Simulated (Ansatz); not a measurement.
# P: band structure with r2SCANh

The system is P.

```
P
1.0
     1.64774   -5.46504    0.00000
     1.64774    5.46504    0.00000
     0.00000    0.00000    4.54364
P
4
Cartesian
  1.6477 -4.4173 2.6754
  1.6477 4.4173 1.8683
  1.6477 -1.0477 0.4035
  1.6477 1.0477 4.1401
```

```
Program                             : Ansatz 0.2.0
Task                                : band structure
Functional                          : r2SCANh
Potentials or basis                 : Ansatz PAW
Cutoff                              : 500 eV (not typed: the program's choice for these potentials)
k mesh                              : 4 × 4 × 3
Occupations                         : fermi-dirac, width 0.05 eV
Spin                                : no spin polarisation
Path                                : [["G", "X", "S", "R", "A", "Z", "G", "Y", "X1", "A1", "T", "Y"], ["Z", "T"]]
Points for each segment of the path : 4
```

```json
{
  "Pressure": "0.3 GPa",
  "Largest force": "0.102 eV/Å",
  "Band gap on the k mesh": "0.70 eV, direct",
  "Band gap along the path": "0.70 eV, direct"
}
```

Forces in eV/Å, atoms in the order of the input:
```
P    0.000 -0.096 -0.035
P    0.000  0.096  0.035
P    0.000  0.096 -0.035
P    0.000 -0.096  0.035
```

Stress tensor (GPa, compression positive):
```
 1.70  0.00  0.00
 0.00 -0.63  0.00
 0.00  0.00 -0.29
```

Levels at the corners of the path, in eV from the valence-band top:
| point | band 6 | band 7 | band 8 | band 9 | band 10 | band 11 | band 12 | band 13 | band 14 | band 15 |
| --- | --- | --- | --- | --- | --- | --- | --- | --- | --- | --- |
| Γ | -5.32 | -4.49 | -3.03 | -2.86 | -1.35 | 1.14 | 1.72 | 2.65 | 3.56 | 6.39 |
| X | -5.88 | -4.01 | -3.73 | -2.89 | -2.61 | 1.36 | 1.47 | 1.91 | 2.68 | 3.51 |
| S | -6.10 | -3.73 | -3.73 | -2.86 | -2.86 | 1.33 | 1.33 | 2.14 | 2.14 | 4.13 |
| R | -6.17 | -5.75 | -5.75 | -2.01 | -2.01 | 2.33 | 2.33 | 4.24 | 4.24 | 5.86 |
| A | -6.64 | -5.20 | -5.20 | -1.91 | -1.91 | 2.43 | 2.43 | 4.10 | 4.10 | 5.32 |
| Z | -4.79 | -3.63 | -3.63 | -1.82 | -1.82 | 2.18 | 2.18 | 3.64 | 3.64 | 5.49 |
| Γ | -5.32 | -4.49 | -3.03 | -2.86 | -1.35 | 1.14 | 1.72 | 2.65 | 3.56 | 6.39 |
| Y | -5.94 | -4.59 | -2.69 | -1.74 | 0.00 | 0.70 | 1.46 | 2.90 | 3.44 | 5.95 |
| X1 | -5.88 | -4.01 | -3.73 | -2.89 | -2.61 | 1.36 | 1.47 | 1.91 | 2.68 | 3.51 |
| A1 | -6.64 | -5.20 | -5.20 | -1.91 | -1.91 | 2.43 | 2.43 | 4.10 | 4.10 | 5.32 |
| T | -3.65 | -3.06 | -3.06 | -2.15 | -2.15 | 2.12 | 2.12 | 3.36 | 3.36 | 3.91 |
| Y | -5.94 | -4.59 | -2.69 | -1.74 | 0.00 | 0.70 | 1.46 | 2.90 | 3.44 | 5.95 |
| Z | -4.79 | -3.63 | -3.63 | -1.82 | -1.82 | 2.18 | 2.18 | 3.64 | 3.64 | 5.49 |
| T | -3.65 | -3.06 | -3.06 | -2.15 | -2.15 | 2.12 | 2.12 | 3.36 | 3.36 | 3.91 |

Wall time 12 min on 2 threads of Intel(R) Xeon(R) Processor @ 2.50GHz (Skylake/Cascade Lake) (shared host), peak memory 1.3 GiB.

Caveat: the k mesh is coarse (spacing up to 0.50 Å⁻¹), so the values aren't converged, least of all with exact exchange; the PAW data sets come from PBE, with cores solved anew for the run's functional, which leaves a small shift of forces and pressure; the thresholds are loose for stress.
